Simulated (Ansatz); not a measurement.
**Cu in Ansatz: the effect of functional**

The system is Cu.

```
CELL_PARAMETERS angstrom
1.23450 -4.02870 0.00000
1.23450 4.02870 0.00000
0.00000 0.00000 2.50807
ATOMIC_POSITIONS crystal
Cu 0.86613 0.13387 0.75000
Cu 0.13387 0.86613 0.25000
```

This isn't the form of Cu at room conditions, which is fcc.

The cell isn't the ideal one: volume scaled by 1.04.

Alike in all runs:

* Program: Ansatz 0.2.0
* Task: single point
* Potentials or basis: Ansatz PAW
* k mesh: 11 × 11 × 11
* Occupations: fermi-dirac, width 0.05 eV
* Spin: no spin polarisation

```csv
functional,cutoff,pressure (GPa),largest force (eV/Å)
LDA,420 eV (not typed: the program's choice for these potentials),?,?
PBEsol,420 eV (not typed: the program's choice for these potentials),-6.7,0.05
r2SCAN,500 eV (not typed: the program's choice for these potentials),-5.0,0.04
```

**Question.** What does the run with functional LDA give?

**Answer.** Pressure -12.3 GPa; largest force 0.09 eV/Å.

Caveats: the PAW data sets come from PBE, with cores solved anew for the run's functional, which leaves a small shift of forces and pressure.
